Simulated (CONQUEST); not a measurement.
Runs of CONQUEST 1.3 on Pt. Symmetry: Fm-3m, No. 225, cubic system. Conventional cell: a = 3.922 Å, b = 3.922 Å, c = 3.922 Å, α = 90.00°, β = 90.00°, γ = 90.00°. Around Pt (site symmetry m-3m) lie 12 Pt at 2.77 Å. 

| task | level | potentials or basis | spin | cell | k mesh | smearing | gap on the mesh (eV) | pressure (GPa) | moment (μB) |
| --- | --- | --- | --- | --- | --- | --- | --- | --- | --- |
| single point | PBE | PseudoDojo NC PBE, DZP, grid cutoff 120 Ha | off | as given | 10 × 10 × 7 | fermi-dirac 0.05 eV | none | 12.4 | - |
| single point | LDA | PseudoDojo NC LDA, SZP, grid cutoff 100 Ha | collinear, random start | as given | 8 × 8 × 6 | fermi-dirac 0.027 eV | none | (a) | 0.00 |
| single point | PBEsol | PseudoDojo NC PBEsol, DZP, grid cutoff 100 Ha | collinear, ferrimagnetic start | edges of the box strained at random at fixed volume | 7 × 7 × 5 | fermi-dirac 0.05 eV | none | 1.9 | 0.00 |
| single point | PBE | PseudoDojo NC PBE, DZP, grid cutoff 120 Ha | off | atoms of the box moved at random, drawn with an rms of 0.05 Å | 10 × 10 × 7 | fermi-dirac 0.05 eV | none | 12.6 | - |

Q: Fill in the values left out.

A: (a) 3.0.

Caveats: the basis of atomic orbitals isn't converged, which shifts pressures, moduli and gaps; the box holds several primitive cells, so bands are folded and the points are those of the box's own zone (some runs); the real-space grid breaks the cell's symmetry a little (some runs); the atomic basis is small (some runs).

A k mesh can miss the band edges, and the runs leave out spin-orbit coupling on Pt.

A gap of «none» marks a metal or a gap under the smearing width.
